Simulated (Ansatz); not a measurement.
Results of PBE-D4 (Ansatz, an electronic-structure program, PAW) for cubic perovskite CsPbI3 (cubic high-temperature phase).

Run with plane-wave cutoff 520 eV, 6×6×6 k mesh, Fermi–Dirac smearing 0.01 eV, scalar-relativistic PAW data made under PBE.

Properties against volume:

| V (Å³/atom) | P (GPa) | direct gap at Γ (eV) | smallest gap on the k mesh (eV) |
|---|---|---|---|
| 46.845 | 1.22 | 4.387 | 1.119 |
| 47.842 | 0.77 | 4.357 | 1.198 |
| 48.839 | 0.36 | 4.328 | 1.270 |
| 49.835 | 0.00 | 4.301 | 1.337 |
| 50.832 | -0.32 | 4.275 | 1.400 |
| 51.829 | -0.61 | 4.250 | 1.457 |
| 52.825 | -0.87 | 4.225 | 1.510 |

The fundamental gap (1.34 eV at the equilibrium volume, with added k points) lies elsewhere than Γ–Γ.

Note: the relaxation could not lower the start's symmetry, so the cell can be a saddle point above a distorted one.

Spin–orbit coupling is not included; with these elements it can move the gap by several tenths of an eV or more.
